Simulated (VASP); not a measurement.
## VASP 6.6.1 run: Mg₂Ge

INCAR

```
ISIF = 2
LASPH = .TRUE.
LCHARG = .FALSE.
ENCUT = 520
SIGMA = 0.02
NSW = 0
PREC = Accurate
EDIFF = 1E-7
GGA = PE
NELECT = 18.1
NELM = 120
LREAL = .FALSE.
LWAVE = .FALSE.
IBRION = -1
ISMEAR = -1
NBANDS = 16
```

KPOINTS

```
KPOINTS created by Atomic Simulation Environment
0
Gamma
8 8 8
0 0 0
```

POSCAR

```
Ge Mg
 1.0000000000000000
     0.0000000000000000    3.2149322498999999    3.2149322498999999
     3.2149322498999999    0.0000000000000000    3.2149322498999999
     3.2149322498999999    3.2149322498999999    0.0000000000000000
 Ge  Mg
   1   2
Cartesian
  0.0000000000000000  0.0000000000000000  0.0000000000000000
  1.6074661249499997  1.6074661249499997  1.6074661249499997
  4.8223983748499988  4.8223983748499988  4.8223983748499988
```

The recommended PBE PAW datasets give the neutral cell 18 valence electrons.

Command

```
mpirun -np 1 vasp_std
```

OSZICAR

```
N       E                     dE             d eps       ncg     rms          rms(c)
DAV:   1     0.891311654773E+02    0.89131E+02   -0.87660E+03   952   0.186E+03
DAV:   2     0.330025082605E+01   -0.85831E+02   -0.82553E+02   976   0.432E+02
DAV:   3    -0.813450613519E+01   -0.11435E+02   -0.11399E+02  1200   0.902E+01
DAV:   4    -0.844867738732E+01   -0.31417E+00   -0.31413E+00  1112   0.154E+01
DAV:   5    -0.845576486057E+01   -0.70875E-02   -0.70874E-02  1192   0.256E+00    0.320E+00
DAV:   6    -0.805481418301E+01    0.40095E+00   -0.47857E-01  1120   0.369E+00    0.164E+00
DAV:   7    -0.797789402386E+01    0.76920E-01   -0.23212E-01  1168   0.304E+00    0.550E-01
DAV:   8    -0.797794555839E+01   -0.51535E-04   -0.18030E-02  1208   0.195E+00    0.127E-01
DAV:   9    -0.797773272756E+01    0.21283E-03   -0.13016E-03  1216   0.615E-01    0.276E-02
DAV:  10    -0.797774644186E+01   -0.13714E-04   -0.30220E-05  1120   0.449E-02    0.108E-02
DAV:  11    -0.797775466226E+01   -0.82204E-05   -0.11685E-05   968   0.206E-02    0.226E-03
DAV:  12    -0.797775473360E+01   -0.71335E-07   -0.37375E-07  1224   0.348E-03
   1 F= -.79777547E+01 E0= -.79772854E+01  d E =-.938681E-03
```

From OUTCAR

```
k-points           NKPTS =     29   k-points in BZ     NKDIM =     29   number of bands    NBANDS=     16

   NELECT =      18.1000    total number of electrons

   dimension x,y,z NGX =    36 NGY =   36 NGZ =   36
   dimension x,y,z NGXF=    72 NGYF=   72 NGZF=   72

  energy-cutoff  :      520.00
  volume of cell :       66.46
      direct lattice vectors                 reciprocal lattice vectors
     0.000000000  3.214932250  3.214932250    -0.155524273  0.155524273  0.155524273
     3.214932250  0.000000000  3.214932250     0.155524273 -0.155524273  0.155524273
     3.214932250  3.214932250  0.000000000     0.155524273  0.155524273 -0.155524273

 k-points in reciprocal lattice and weights: KPOINTS created by Atomic Simulation Env
   0.00000000  0.00000000  0.00000000       0.002
   0.12500000  0.00000000  0.00000000       0.016
   0.25000000  0.00000000  0.00000000       0.016
   0.37500000  0.00000000  0.00000000       0.016
   0.50000000  0.00000000  0.00000000       0.008
   0.12500000  0.12500000  0.00000000       0.012
   0.25000000  0.12500000  0.00000000       0.047
   0.37500000  0.12500000  0.00000000       0.047
   ...

 E-fermi :   3.8511

 k-point     1 :       0.0000    0.0000    0.0000
  band No.  band energies     occupation
      1     -20.3504      2.00000
      2     -20.3504      2.00000
      3     -20.3504      2.00000
      4     -20.3331      2.00000
      5     -20.3331      2.00000
      6      -6.3017      2.00000
      7       3.3543      2.00000
      8       3.3543      2.00000
      9       3.3543      2.00000
     10       4.2600      0.00000
     11       6.1314      0.00000
     12       6.1314      0.00000
     13       6.1314      0.00000
     14       9.2959      0.00000
     15       9.4214      0.00000
     16       9.4214      0.00000

 k-point     2 :       0.1250    0.0000    0.0000
  band No.  band energies     occupation
      1     -20.3504      2.00000
      2     -20.3502      2.00000
      3     -20.3502      2.00000
      4     -20.3331      2.00000
      5     -20.3331      2.00000
      6      -6.1754      2.00000
      7       2.0030      2.00000
      8       3.1987      2.00000
      9       3.1987      2.00000
     10       4.8968      0.00000
     11       6.4044      0.00000
     12       6.4044      0.00000
     13       6.5656      0.00000
     14       8.6206      0.00000
     15       8.6206      0.00000
     16       9.7097      0.00000

 k-point     3 :       0.2500    0.0000    0.0000
  band No.  band energies     occupation
      1     -20.3503      2.00000
      2     -20.3499      2.00000
      3     -20.3499      2.00000
      4     -20.3330      2.00000
      5     -20.3330      2.00000
      6      -5.8229      2.00000
      7       0.3762      2.00000
      8       2.9144      2.00000
      9       2.9144      2.00000
     10       4.6642      0.00000
     11       6.5683      0.00000
     12       6.5683      0.00000
     13       8.0156      0.00000
     14       8.5765      0.00000
     15       8.5765      0.00000
     16       9.1311      0.00000

 ...

  Total        0.4599752      0.4599752      0.4599752      0.0000000      0.0000000      0.0000000
  in kB       11.0891821     11.0891821     11.0891821      0.0000000      0.0000000      0.0000000
  external PRESSURE =      11.0891821 kB  Pullay stress =       0.0000000 kB

 POSITION                                       TOTAL-FORCE (eV/Angst)
 -----------------------------------------------------------------------------------
      0.00000      0.00000      0.00000         0.000000      0.000000     -0.000000
      1.60747      1.60747      1.60747         0.000000      0.000000      0.000000
      4.82240      4.82240      4.82240        -0.000000     -0.000000     -0.000000
 -----------------------------------------------------------------------------------
    total drift:                               -0.000000      0.000000      0.000000

  FREE ENERGIE OF THE ION-ELECTRON SYSTEM (eV)
  ---------------------------------------------------
  free  energy   TOTEN  =        -7.9777547336 eV

  energy  without entropy=       -7.9768160528  energy(sigma->0) =       -7.97728539
```

It converged. Results: pressure 1.1 GPa.

The cell is charged and sits in a uniform background.

For comparison, a separate PBE run of the intended cell, on usual settings and not on those above, gives a gap of 0.17 eV on its mesh and a pressure of -0.4 GPa.

The run above took about 27 s on one core of a shared host (Intel Xeon Platinum 8488C) and held 0.21 GiB at most.
